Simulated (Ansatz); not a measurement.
# Al2O3 in Ansatz: convergence with smearing width

Input of the first run (smearing width 0.3 eV); the others differ in this setting and in those tied to it:

The input input.yaml:

```yaml
crystal:
  lattice:
    - [2.8843249483, 0.0, 0.0]
    - [-1.4421624742, 2.497898678, 0.0]
    - [0.0, 0.0, 9.33675446]
  atoms:
    - { symbol: Al, position: [0.0, 0.0, 0.85000767] }
    - { symbol: Al, position: [0.0, 0.0, 0.14999233] }
    - { symbol: O, position: [0.3333333333, 0.6666666667, 0.77768308] }
    - { symbol: O, position: [0.6666666667, 0.3333333333, 0.0] }
    - { symbol: O, position: [0.3333333333, 0.6666666667, 0.22231692] }
hamiltonian:
  xc: r2scan
  pseudopotentials: { kind: nc }
kpoints:
  mp_grid: { grid: [9, 9, 3] }
scf:
  occupations: { method: methfessel_paxton, width: 0.3 }
output:
  forces: true
  stress: true
  eigenvalues: true
```

Potentials or basis: Ansatz NC.

Launch:

```sh
$ ansatz run input.yaml --threads 2 --pin off --max-ram 5632MiB --backend cpu --events-out ev --progress --plain --runs-dir out
```

Measurements of this composition are mostly on another form, of space group No. 167.

Hardware: 2 threads of Arm Neoverse V1, with other jobs on the host.

| smearing width | energy less the tightest run, at zero smearing (meV/atom) | SCF cycles | CPU time (s) | peak memory (GiB) |
| --- | --- | --- | --- | --- |
| 0.3 eV | 0.00 | 8 | 31 | 0.97 |
| 0.2 eV | 0.00 | 8 | 31 | 0.97 |
| 0.15 eV | 0.00 | 8 | 31 | 0.97 |
| 0.1 eV | 0.00 | 8 | 31 | 0.97 |
| 0.05 eV | 0.00 | 8 | 31 | 0.97 |
| 0.025 eV | 0.00 | 8 | 32 | 0.97 |
| 0.01 eV | 0.00 | 8 | 32 | 0.97 |
| 0.005 eV | 0.00 | 8 | 32 | 0.97 |

Against the tightest run, the energy stays within 1 meV/atom from 0.3 eV on. The tightest run that finished is the yardstick and may itself not be fully converged.

Caveat, for the tightest run too: odd divisions of the mesh miss points on the zone boundary, where band edges often lie, so the gap on the mesh can be too wide.
